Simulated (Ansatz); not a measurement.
Cd: do energies and stresses tell the same story?

These are results of Ansatz 0.2.0, DFT r2SCAN, scalar-relativistic, plane waves, PAW, not measurements.

Cutoff 500 eV; k points 15×15×4 on the computed 4-atom cell (Γ-centred); Gaussian smearing, width 0.10 eV; no spin polarisation.

Relaxed cell: P6_3/mmc, a = 2.960 Å, b = 2.960 Å, c = 11.643 Å, α = 90.00°, β = 90.00°, γ = 120.00°, 4 atoms in the primitive cell.

Energies at zero smearing and pressures from the stress tensor, at volumes with shape and atoms relaxed:
| V (Å³/atom) | E − E(first) (meV/atom) | P (GPa) |
| --- | --- | --- |
| 20.768 | 0.00 | 3.33 |
| 21.431 | -9.52 | 1.45 |
| 22.093 | -12.09 | 0.00 |
| 22.756 | -10.28 | -0.90 |
| 23.419 | -4.76 | -1.81 |

Q: Check P = −dE/dV between neighbouring volumes, and get the bulk modulus from the pressures alone.

A: With 1 eV/Å³ = 160.2 GPa:
```
middle V (Å³/atom)  −ΔE/ΔV (GPa) mean P (GPa)
            21.099         2.302         2.389
            21.762         0.621         0.724
            22.425        -0.438        -0.449
            23.088        -1.334        -1.353
```

The two differ by 0.10 GPa at most. The mean of two end pressures misses the average over a step by about ΔV² P″/12, up to 0.05 GPa here; with that taken off 0.07 GPa remains, from the smearing term (the stress is the derivative of the free energy), the finite cutoff, the mesh or the relaxation's tolerance. Around V = 22.093 Å³/atom, the two neighbours give B = −V ΔP/ΔV = 22.093 × 2.35 / 1.326 = 39.1 GPa, against B0 = 38.3 GPa from the Birch–Murnaghan fit of the energies, which describes these points poorly (B0' = 10.3).